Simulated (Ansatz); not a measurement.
# SnTe (F-43m) in Ansatz: a series of runs

Aim: see how the results for SnTe move with the level of theory and the settings. Levels: r2SCAN0, r2SCANh, r2SCAN50, HF. Tasks: band structure.

Everything below comes from runs of Ansatz 0.2.0. Logs are shortened: lines on timing, memory, paths and dates and some standing lists are left out, and cuts for length are marked.

### 1 The structure

The structure is cubic, space group F-43m (No. 216). The conventional cell has a = 7.222 Å, b = 7.222 Å, c = 7.222 Å, α = 90.00°, β = 90.00°, γ = 90.00°. Te (site symmetry -43m) has 4 Sn at 3.13 Å as nearest neighbours. Around Sn (site symmetry -43m) lie 4 Te at 3.13 Å.

Measurements of this composition are mostly on another form, of space group No. 225.

### 2 Band structure, r2SCAN0

File input:

```
crystal:
  lattice:
    - [0.0, 3.611146, 3.611146]
    - [3.611146, 0.0, 3.611146]
    - [3.611146, 3.611146, 0.0]
  atoms:
    - { symbol: Te, position: [0.25, 0.25, 0.25] }
    - { symbol: Sn, position: [0.0, 0.0, 0.0] }
hamiltonian:
  xc: r2scan0
  pseudopotentials: { kind: paw }
kpoints:
  mp_grid: { grid: [4, 4, 4] }
  band_path:
    path:
      - [[0.0, 0.0, 0.0], [0.5, 0.0, 0.5], [0.5, 0.25, 0.75], [0.375, 0.375, 0.75], [0.0, 0.0, 0.0], [0.5, 0.5, 0.5], [0.625, 0.25, 0.625], [0.5, 0.25, 0.75], [0.5, 0.5, 0.5], [0.375, 0.375, 0.75]]
      - [[0.625, 0.25, 0.625], [0.5, 0.0, 0.5]]
    npoints: 4
scf:
  occupations: { method: fermi_dirac, width: 0.05 }
  n_extra_bands: 6
output:
  forces: true
  stress: true
  eigenvalues: true
  fatbands: false
  write_density: true
  write_potential: true
  elf: true
  volumetric_format: npy
```

Potentials or basis: Ansatz PAW.

What it wrote:

```text
Warning: output.stress: scf.convergence.dr2_threshold = 1e-7 eV (the SCF's general default) is looser than the 2e-10 eV advised for a printed stress (1e-10 eV for each atom of the cell: 2). What an SCF threshold leaves in a stress goes as its square root, and in the free energy as the threshold itself, and one threshold admits the most on a small cell: of the crystals measured, under no hybrid functional and no lock of the moments, on runs that ended without the residual-converged pass, on stresses that held no estimate of that error, the worst erred by over 100 MPa in a component at 1e-7 eV an atom and by under 5 at 1e-10. Set scf.convergence.dr2_threshold to 2e-10 eV or tighter. The threshold is an SCF's pass mark: one that does not reach it within its budget of iterations ends unconverged, or closes short of it on a stop that the run arms, and scf.convergence.dr2_threshold's page says what that costs each kind of run
Warning: output.stress: scf.exx.energy_threshold = 1e-6 eV is looser than the 2e-8 eV advised for a stress under a hybrid functional (1e-8 eV for each atom of the cell: 2). Every SCF of the exchange loop can meet its threshold on dr2 while the loop round them stops early: no threshold on dr2 bounds what that leaves in the stress. Set scf.exx.energy_threshold to 2e-8 eV or tighter. The threshold is the loop's pass mark: a loop that does not reach it within its budget of cycles ends unconverged, and scf.exx.energy_threshold's page has the law
scf.n_extra_bands = 6 over 15 filled bands (N_el = 30.0): the run solves 21 bands
GPUs: using 1 of 1 available (devices: 1).
Engine: ansatz 0.2.0, x86_64-unknown-linux-gnu
Pseudopotentials: kind: paw
Pseudopotential: Te, paw, valence charge 16, recommended cutoff 500 eV (meta_gga), Te.paw.azcp
Pseudopotential: Sn, paw, valence charge 14, recommended cutoff 500 eV (meta_gga), Sn.paw.azcp
Functional definition: r2SCAN0
  parameter a = 0.25
  parameter k0 = 0.174
  parameter k1 = 0.065
  parameter a1 = 4.9479
  exchange = (1 - a)*r2scan_x(k0 = k0, k1 = k1, a1 = a1) + a*exact_x
  correlation = r2scan_c
device memory: the entry about to start is reckoned to put 1.7 GiB on a device that reports 38.4 GiB free (of which the cap on the GPU budget leaves the run 18.0 GiB)
GPU FFT provider: cuFFT
GPU libraries: cuBLAS 13.8.2, cuFFT 12.4.0, cuSOLVER 12.3.4
Crystal: 2 atoms, lattice volume = 94.181 Å³
Basis set: ecut = 500 eV, 2421 PW (Γ), exchange–correlation on 160×160×160 points (64 copies of the dense FFT grid, shifted against one another)
Bands: 21, of which v1, the nominal top of the filled ones, is band 15 counted from 1 (14 counted from 0)
Symmetry: 24 space group operations
Space group: F-43m (ITA 216), of the structure as read, at distance tolerance 4.5e-5 Å
k-points: 8 of 64 (time reversal used)
Non-local potential: Te, projectors of the file, l = 0: 2, l = 1: 2, l = 2: 2, l = 3: 2
Non-local potential: Sn, projectors of the file, l = 0: 2, l = 1: 2, l = 2: 2, l = 3: 2
PAW form: soft (Blöchl's): semilocal exchange-correlation on the pseudo side does not see the compensation charge
PAW frozen core: Te, regenerated for the run's functional, and the local potential with it (the file was generated under x = pbe(κ = 0.804, μ = 0.2195149727645171), c = pbe(β = 0.06672455060314922))
PAW frozen core: Sn, regenerated for the run's functional, and the local potential with it (the file was generated under x = pbe(κ = 0.804, μ = 0.2195149727645171), c = pbe(β = 0.06672455060314922))
PAW one-centre angular grid: Te, 590 points (default); XC on 160 Gauss nodes
PAW one-centre angular grid: Sn, 590 points (default); XC on 249 of its mesh's 2787 points in the sphere
Initial density: superposition of atomic densities (neutral atoms: chi_scale 0, normalization atom), corrected by the library's trained network
Initial wavefunctions: pseudopotential atomic-orbital guess
GPU buffer pool allocated for 64000 grid points (all kernels)
GPU transforms: local potential and band sums: pruned to the plane-wave sphere, on 40×40×40
Functional: x = r2scan, c = r2scan; τ floored in thin density (d = 2e-4 eV/Å³), warm-up for x = 0.75 r2scan + 0.25 exact, c = r2scan; τ floored in thin density (d = 2e-4 eV/Å³)
SCF iter   1: F=—  HF=-13033.372813 eV  |F-HF|=—  |Δ(HF+E_count)|=         —  Δρ=3.58e-3  dr2=2.00e-2  dr2_τ=6.95e-4  ethr=1.77e-3  ⟨swp⟩=13.0  Hψ=795  notcnv=0
preconditioner: auto → none  [insulator: Δε(μ)=0.209 eV  Ē_g=9.529 eV  σ=0.050 eV  W_gap=0.77  n_scr=14 (ndim 8)  ℏωp=12.1 eV  f_vac=0.196  D(μ)=0.52/eV (n_scr^D=0)]
iter 2 solved again at ethr=6.09e-6 eV; its pass at ethr=6.68e-5 eV (dr2=1.83e-3 eV) is discarded
SCF iter   2: F=—  HF=-13033.373603 eV  |F-HF|=—  |Δ(HF+E_count)|=   7.90e-4  Δρ=1.49e-3  dr2=1.97e-3  dr2_τ=1.09e-4  ethr=6.09e-6  ⟨swp⟩=2.9  Hψ=759  notcnv=0  defer=2
SCF iter   3: F=—  HF=-13033.373471 eV  |F-HF|=—  |Δ(HF+E_count)|=   1.32e-4  Δρ=7.05e-4  dr2=5.49e-4  dr2_τ=7.41e-6  ethr=6.09e-6  ⟨swp⟩=3.6  Hψ=424  notcnv=0  defer=1
SCF iter   4: F=—  HF=-13033.373534 eV  |F-HF|=—  |Δ(HF+E_count)|=   6.26e-5  Δρ=2.42e-4  dr2=3.51e-5  dr2_τ=8.70e-7  ethr=1.83e-6  ⟨swp⟩=3.2  Hψ=314  notcnv=0  defer=1
SCF iter   5: F=—  HF=-13033.373562 eV  |F-HF|=—  |Δ(HF+E_count)|=   2.85e-5  Δρ=4.14e-5  dr2=9.69e-7  dr2_τ=4.78e-8  ethr=1.17e-7  ⟨swp⟩=4.1  Hψ=360  notcnv=0  defer=1
[... 22 lines left out ...]
SCF iter   6: F=—  HF=-13033.138624 eV  |F-HF|=—  |Δ(HF+E_count)|=   1.41e-5  Δρ=2.33e-5  dr2=5.59e-5  dr2_τ=5.48e-9  ethr=1.63e-7  ⟨swp⟩=3.0  Hψ=308  notcnv=0
SCF iter   7: F=—  HF=-13033.138851 eV  |F-HF|=—  |Δ(HF+E_count)|=   2.27e-4  Δρ=1.29e-4  dr2=4.23e-5  dr2_τ=2.08e-7  ethr=4.39e-9  ⟨swp⟩=5.2  Hψ=641  notcnv=0
SCF iter   8: F=-13033.138839 eV  HF=-13033.138839 eV  |F-HF|=5.75e-8  |Δ(HF+E_count)|=   1.17e-5  Δρ=1.02e-5  dr2=3.04e-7  dr2_τ=5.16e-9  ethr=4.39e-9  ⟨swp⟩=4.9  Hψ=414  notcnv=0
SCF 2 stopped early in 8 iterations: F = -13033.138839 eV  dr2 = 3.04e-7
hybrid outer 1: dexx = +8.323e-3 eV, tail = 4.26e-5 eV
GPU FFT provider: cuFFT
GPU libraries: cuBLAS 13.8.2, cuFFT 12.4.0, cuSOLVER 12.3.4
GPU buffer pool allocated for 64000 grid points (all kernels)
GPU transforms: local potential and band sums: pruned to the plane-wave sphere, on 40×40×40
Exchange kernel: α = 0.2500, full range, Wigner–Seitz truncation, v(0) = 11481.7709 eV·Å³, q-mesh 4×4×4, nearest image of the exchange supercell L = 20.43 Å, pair-density grid 20×20×20, without the augmentation charges, whose exchange is taken in its separable form by FFT convolution over the k-point mesh (sized by the pseudopotential files, 32×32×32 at the most), smooth part of the exact exchange by density-matrix convolution in up to 3.17 GiB of GPU memory as planned if the GPU has room (build and FFT work areas not counted)
Frozen-core exchange: fock
SCF iter   1: F=—  HF=-13033.138677 eV  |F-HF|=—  |Δ(HF+E_count)|=         —  Δρ=4.30e-5  dr2=6.76e-6  dr2_τ=2.92e-8  ethr=7.10e-7  ⟨swp⟩=4.2  Hψ=392  notcnv=0
preconditioner: auto → none  [insulator: Δε(μ)=0.991 eV  Ē_g=11.106 eV  σ=0.050 eV  W_gap=1.00  n_scr=14 (ndim 8)  ℏωp=12.1 eV  f_vac=0.207  D(μ)=0.00/eV (n_scr^D=0)]
SCF iter   2: F=—  HF=-13033.138677 eV  |F-HF|=—  |Δ(HF+E_count)|=   8.65e-8  Δρ=1.05e-5  dr2=5.03e-6  dr2_τ=5.17e-9  ethr=6.40e-9  ⟨swp⟩=4.0  Hψ=398  notcnv=0
SCF iter   3: F=—  HF=-13033.138778 eV  |F-HF|=—  |Δ(HF+E_count)|=   1.01e-4  Δρ=1.48e-5  dr2=4.89e-7  dr2_τ=4.29e-9  ethr=1.81e-10  ⟨swp⟩=4.8  Hψ=663  notcnv=0
SCF iter   4: F=—  HF=-13033.138778 eV  |F-HF|=—  |Δ(HF+E_count)|=   1.55e-7  Δρ=1.91e-6  dr2=3.69e-8  dr2_τ=4.55e-11  ethr=1.81e-10  ⟨swp⟩=4.0  Hψ=345  notcnv=0
SCF iter   5: F=—  HF=-13033.138778 eV  |F-HF|=—  |Δ(HF+E_count)|=   2.36e-7  Δρ=3.09e-6  dr2=2.35e-8  dr2_τ=1.34e-10  ethr=7.57e-12  ⟨swp⟩=4.9  Hψ=537  notcnv=0  defer=1
SCF iter   6: F=-13033.138778 eV  HF=-13033.138778 eV  |F-HF|=5.46e-12  |Δ(HF+E_count)|=   7.69e-9  Δρ=9.09e-8  dr2=1.65e-10  dr2_τ=7.10e-13  ethr=7.57e-12  ⟨swp⟩=4.0  Hψ=349  notcnv=0
SCF 3 converged in 6 iterations: F = -13033.138778 eV  dr2 = 1.65e-10
  Residual-converged pass: ⟨swp⟩=2.9  Hψ=308  notcnv=0  max |occ|·‖R‖ = 2.2e-6 eV (tolerance 2.4e-6 eV)  dr2=1.65e-10  dr2_τ=6.64e-13  dr2_onsite=5.48e-12  max |Δocc| = 3.9e-15
hybrid outer 2: dexx = +5.757e-7 eV, tail = 7.39e-9 eV, Δε = 3.20e-3 eV (about 7.28e-5 eV left of the loop's levels)
device memory: the entry about to start is reckoned to put 0.9 GiB on a device that reports 57.8 GiB free (of which the cap on the GPU budget leaves the run 18.0 GiB)
NSCF: frozen V_eff on 42 k-points, pencils in batches of 32, up to order 96
hybrid SCF converged: 2 outer / 14 inner (+8 warm-up), last move |dexx| = 5.76e-7 eV, tail = 7.39e-9 eV
Stability not checked: this state was not tested for a lower state beside it, because the functional holds exact exchange (a hybrid, or Hartree-Fock), whose exchange loop this test does not read (fock_operator; see scf.lower_state_search)
Free energy (F): -13033.138778 eV
Frozen-core exchange: fock
Harris-Foulkes:  -13033.138778 eV  (|F-HF|=5.46e-12)
Internal energy: -13033.138771 eV  (E = F + TS)
E sigma→0 (E₀):  -13033.138774 eV
Entropy (-TS):   -0.000007 eV (-0.004 meV/atom)
Fermi energy:    4.991409 eV
--- Per-component energies (eV) ---
  E_band       = -570.903892
  E_kinetic    = 363.004112
  E_local      = -3019.832372  (includes V_loc(G=0)·N_el)
  E_nonlocal   = -346.158312
  E_hartree    = 1723.693560
  E_xc         = -376.688464
  E_vxc        = -165.288288  (∫ρ·V_xc dr)
  E_exx        = -93.301388  (= α·E_x^exact, valence–valence)
  E_paw        = -8860.625656  (= ΣΔE_a)
  E_vpaw       = -672.744602  (= ΣTr[D̂ρ^β])
  E_aug_tail   = -0.000039  (compensation charges beyond the density's cutoff)
  E_vtau       = 9.331551  (kinetic-family band-sum trace: ∫τ·v_τ [+ j·A + Jᵃ·Aᵃ] dr)
  E_ewald      = -2424.059948
  E_core_change = 0.829736  (= ΣΔE_core)
  E_smearing   = -0.000007  (= −TS)
  E_closure    = 0.000000  (closes the sum)
  Σ components = -13033.138778   (vs F -13033.138778, Δ=0.00e0)
--- Forces (eV/Å), atoms counted from 1 ---
  atom   1  Te     0.00000000    -0.00000000    -0.00000000
  atom   2  Sn    -0.00000000     0.00000000     0.00000000
  max |Σ_I F_I| component: 4.35e-16 eV/Å
--- Stress (GPa, compression-positive) ---
       -0.864340       0.000000      -0.000000
       -0.000000      -0.864340       0.000000
        0.000000       0.000000      -0.864340
  P = ⅓ Tr σ = -0.8643 GPa (-8.643 kbar)
--- Band table (eV; the first three rows and the last of 8) ---
  k-point 0: bands = ["-35.4809", "-35.4809", "-35.4809", "-35.4758", "-35.4758", "-20.3532", "-20.3532", "-20.3532", "-20.3393", "-20.3393", "-8.8092", "-1.3022", "2.0527", "2.0527", "2.0527", "6.4711", "6.4711", "6.4711", "9.6584", "12.4003", "12.4003"]
  k-point 1: bands = ["-35.4809", "-35.4808", "-35.4808", "-35.4757", "-35.4757", "-20.3536", "-20.3523", "-20.3523", "-20.3394", "-20.3394", "-8.5176", "-2.5989", "1.7069", "1.7069", "2.3014", "7.0314", "7.0314", "7.2570", "11.0284", "11.7110", "11.7110"]
  k-point 2: bands = ["-35.4808", "-35.4808", "-35.4808", "-35.4756", "-35.4756", "-20.3541", "-20.3514", "-20.3514", "-20.3394", "-20.3394", "-8.1477", "-3.6484", "1.4336", "1.4336", "2.1203", "7.3691", "7.3691", "9.1921", "11.2989", "12.1128", "12.8736"]
  k-point 7: bands = ["-35.4808", "-35.4807", "-35.4807", "-35.4756", "-35.4755", "-20.3555", "-20.3506", "-20.3495", "-20.3401", "-20.3391", "-7.8698", "-4.0628", "0.3485", "0.4806", "4.4796", "6.9244", "7.7895", "8.7812", "11.1821", "12.1508", "13.9300"]
```

Run time: 81 s. Hardware: 1 × NVIDIA H100 80GB HBM3 with 2 threads of AMD EPYC 7R13 (Zen 3), shared host; peak memory 2.3 GiB.

Results:

```
Free energy             : -13033.1388 eV
Pressure                : -0.9 GPa
Band gap on the k mesh  : 0.99 eV, indirect (least direct gap 1.84 eV)
Band gap along the path : 0.99 eV, indirect (least direct gap 1.84 eV)
```

Levels at the corners of the path, in eV from the valence-band top:
```tsv
point	band 13	band 14	band 15	band 16	band 17	band 18
Γ	-2.43	-2.43	-2.43	1.99	1.99	1.99
X	-3.80	-3.80	-0.85	0.99	5.30	5.30
W	-4.13	-4.00	0.00	2.44	3.31	4.30
K	-4.26	-3.59	-0.58	2.13	4.31	4.48
Γ	-2.43	-2.43	-2.43	1.99	1.99	1.99
L	-3.05	-3.05	-2.36	2.89	2.89	4.71
U	-4.26	-3.59	-0.58	2.13	4.31	4.48
W	-4.13	-4.00	0.00	2.44	3.31	4.30
L	-3.05	-3.05	-2.36	2.89	2.89	4.71
K	-4.26	-3.59	-0.58	2.13	4.31	4.48
U	-4.26	-3.59	-0.58	2.13	4.31	4.48
X	-3.80	-3.80	-0.85	0.99	5.30	5.30
```

Caveat: spin-orbit coupling is left out, which moves the levels of the heavy elements; the PAW data sets come from PBE, with cores solved anew for the run's functional, which leaves a small shift of forces and pressure; the thresholds are loose for stress.

[end of part 1 of 2]
